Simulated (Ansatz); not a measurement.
## What a trial cell of NiSb relaxes into

Theory: DFT PBE, scalar-relativistic, plane waves, PAW (Ansatz 0.2.0). Cutoff 420 eV, Γ-centred k mesh, Gaussian smearing, no spin polarisation in the final step.

NiSb was placed on the CuAu (L1_0) structure type (P4/mmm, No. 123), with Ni in place of Cu, Sb in place of Au, at a guessed volume.

```xyz
2
Lattice="2.9998 0.0000 0.0000 0.0000 2.9998 0.0000 0.0000 0.0000 3.9319" Properties=species:S:1:pos:R:3 pbc="T T T"
Ni    1.4999    1.4999    1.9659
Sb    0.0000    0.0000    0.0000
```

Cell and atoms relax at zero pressure; the relaxation can't lower the symmetry of the start.

Formation energies are uncorrected and refer to the elements' standard structures at the same level.

Describe the relaxed structure.

It ends in Pm-3m (No. 221). The result has the caesium chloride structure. Conventional cell: a = 3.263 Å. Ni has 8 Sb at 2.83 Å and 6 Ni at 3.26 Å; Sb is coordinated by 8 Ni at 2.83 Å and 6 Sb at 3.26 Å.

```
Ni Sb
1.0
     3.26340    0.00000    0.00000
     0.00000    3.26340    0.00000
     0.00000    0.00000    3.26340
Ni Sb
1 1
Direct
  0.50000 0.50000 0.50000
  0.00000 0.00000 0.00000
```

What are its volume, energy, density and gap?

The volume per atom is 17.38 Å³, the density is 8.62 g/cm³ and the energy over the elements is 0.13 eV/atom. The gap on the 18×18×18 mesh is 0 eV (a metal).

The final run used a 18×18×18 mesh on its 2-atom cell and 0.10 eV smearing. The k mesh leaves about 4 meV/atom of noise in metals. Spin–orbit coupling is left out. Symmetry constrained the relaxation, so the result can be a saddle point. The steps took of the order of 4 core-minutes in all.